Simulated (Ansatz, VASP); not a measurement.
**Al: VASP beside Ansatz**

```
Al
1.0
     2.84576    0.00000    0.00000
    -1.42288    2.46450    0.00000
     0.00000    0.00000    9.02462
Al
4
Direct
  0.00000 0.00000 0.00000
  0.00000 0.00000 0.50000
  0.33333 0.66667 0.25000
  0.66667 0.33333 0.75000
```

Alike in both runs: functional LDA; k mesh 9 × 9 × 2; no spin polarisation.

Ansatz relaxed the structure, and its values are those at the end. VASP's run is a single point on that final structure, the one shown.

|  | VASP | Ansatz |
| --- | --- | --- |
| version | VASP 6.6.1 | Ansatz 0.2.0 |
| potentials or method | VASP PAW LDA potentials, release 64 (Al) | plane waves, PAW |
| plane-wave cutoff (eV) | 520 | 420 |
| occupations | methfessel-paxton of order 1, width 0.1 eV | cold, width 0.1 eV |
| valence electrons in the cell | 12 | 12 |

Ansatz gave:

```
pressure (GPa) : 0.0
```

Which values does VASP return?

Pressure (GPa): 0.1.
